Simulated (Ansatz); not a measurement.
Ge:

```
Ge
1.0
    -2.57449    2.57449    1.39741
     2.57449   -2.57449    1.39741
     2.57449    2.57449   -1.39741
Ge
2
Direct
  0.50000 0.50000 0.00000
  0.25000 0.75000 0.50000
```

This isn't the form of Ge at room conditions, which is diamond.

Base run:

* Program: Ansatz 0.2.0
* Functional: LDA
* Potentials or basis: Ansatz PAW
* Cutoff: 420 eV (not typed: the program's choice for these potentials)
* k mesh: 11 × 11 × 11
* Occupations: gaussian, width 0.1 eV
* Spin: no spin polarisation

Its results: band gap on the k mesh none (metal or under the smearing width); pressure -2.5 GPa.

Task: The run is repeated on the same cell with these changes: functional from LDA to PBEsol; occupations from gaussian, width 0.1 eV to gaussian, width 0.02 eV. What comes out?

Result: Band gap on the k mesh none (metal or under the smearing width); pressure -0.6 GPa.

Caveats: the PAW data sets come from PBE, with cores solved anew for the run's functional, which leaves a small shift of forces and pressure.
